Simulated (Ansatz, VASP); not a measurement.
# Two plane-wave programs on RbBr

```
CELL_PARAMETERS angstrom
0.00000 3.42700 3.42700
3.42700 0.00000 3.42700
3.42700 3.42700 0.00000
ATOMIC_POSITIONS crystal
Rb 0.00000 0.00000 0.00000
Br 0.50000 0.50000 0.50000
```

Alike in both runs: task single point; functional LDA; k mesh 8 × 8 × 8; occupations gaussian, width 0.05 eV; no spin polarisation.

```csv
,VASP,Ansatz
version,VASP 6.6.1,Ansatz 0.2.0
potentials or method,"VASP PAW LDA potentials, release 64 (Rb_sv, Br)","scalar-relativistic, plane waves, PAW"
plane-wave cutoff (eV),520,420
valence electrons in the cell,16,16
```

Ansatz gave:

```
gap on the k mesh at the Fermi level (eV) : 3.95
pressure (GPa)                            : -1.2
```

Question: Estimate VASP's values.

Answer: gap on the k mesh at the Fermi level (eV): 3.96; pressure (GPa): -1.2.

A k mesh can miss the band edges.
